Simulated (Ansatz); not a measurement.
## How settings move the results for Ga

```
CELL_PARAMETERS angstrom
-1.40400 1.40400 2.22900
1.40400 -1.40400 2.22900
1.40400 1.40400 -2.22900
ATOMIC_POSITIONS crystal
Ga 0.00000 0.00000 0.00000
```

Conventional cell: a = 2.808 Å, b = 2.808 Å, c = 4.458 Å, α = 90.00°, β = 90.00°, γ = 90.00°. Ga (atom 1) has 12 Ga at 2.81 to 2.99 Å as nearest neighbours.

The cell is COD entry 9012723, as deposited and not checked against the literature; nothing was relaxed.

All numbers below come from DFT, PBE, all-electron LAPW, scalar-relativistic in Ansatz 0.2.0.

Settings: a Γ-centred 14×14×16 k mesh, Fermi–Dirac smearing of 0.05 eV, basis error target 0.25 meV/atom, no spin polarisation; this mesh doesn't keep the crystal's whole symmetry, which leaves small spurious terms. One setting is then changed at a time.

```csv
basis error target (meV/atom),free energy less the base's (meV/atom),P (GPa),cutoff chosen (eV)
0.25 (base),0.0,4.32,268
3,?,4.32,200
10,2.0,4.34,170
30,6.5,?,143
0.1,0.0,4.32,294
```

(1) What belongs in the row "3", column "free energy less the base's (meV/atom)"?

(2) What belongs in the row "30", column "P (GPa)"?

## Answers

(1) 0.5.

(2) 4.41.
